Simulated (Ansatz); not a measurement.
ZrB2: single point with r2SCAN+D3(BJ)

The system is ZrB2.

```
Zr B
1.0
     3.25237    0.00000    0.00000
    -1.62619    2.81664    0.00000
     0.00000    0.00000    3.62481
Zr B
1 2
Direct
  0.00000 0.00000 0.00000
  0.66667 0.33333 0.50000
  0.33333 0.66667 0.50000
```

The cell isn't the ideal one: volume scaled by 1.08.

- Program: Ansatz 0.2.0
- Task: single point
- Functional: r2SCAN
- Dispersion: D3(BJ)
- Potentials or basis: Ansatz PAW
- Cutoff: 500 eV (not typed: the program's choice for these potentials)
- k mesh: 10 × 10 × 8
- Occupations: fermi-dirac, width 0.15 eV
- Spin: spin-orbit coupling, no magnetisation

The pressure is -18.0 GPa and the band gap on the k mesh is none (metal or under the smearing width).

Stress tensor (GPa, compression positive):
```
-19.19   0.00   0.00
  0.00 -19.19   0.00
  0.00   0.00 -15.67
```

Levels at points of the mesh, in eV from the Fermi level:
```
             k point  band 14  band 15  band 16  band 17  band 18  band 19  band 20  band 21  band 22  band 23
  (0.00, 0.00, 0.00)    -2.59    -2.58    -2.58    -2.47    -2.47     3.26     3.26     3.32     3.32     4.03
 (0.00, 0.00, -0.50)    -0.98    -0.98    -0.98     0.35     0.35     0.38     0.38     0.77     0.77     0.87
 (0.00, -0.50, 0.00)    -3.83    -3.16    -3.16    -2.54    -2.54     2.19     2.19     2.26     2.26     4.65
(0.00, -0.50, -0.50)    -4.58    -4.09    -4.09    -2.39    -2.39     3.61     3.61     3.84     3.84     5.00
```

Run time: 19 s on 2 threads of Arm Neoverse V1 (shared host), peak memory 0.56 GiB.

Caveat: pairwise dispersion overbinds metals, which lowers pressure and volume; the PAW data sets come from PBE, with cores solved anew for the run's functional, which leaves a small shift of forces and pressure; the dispersion damping was fitted for another functional or another form of the correction.
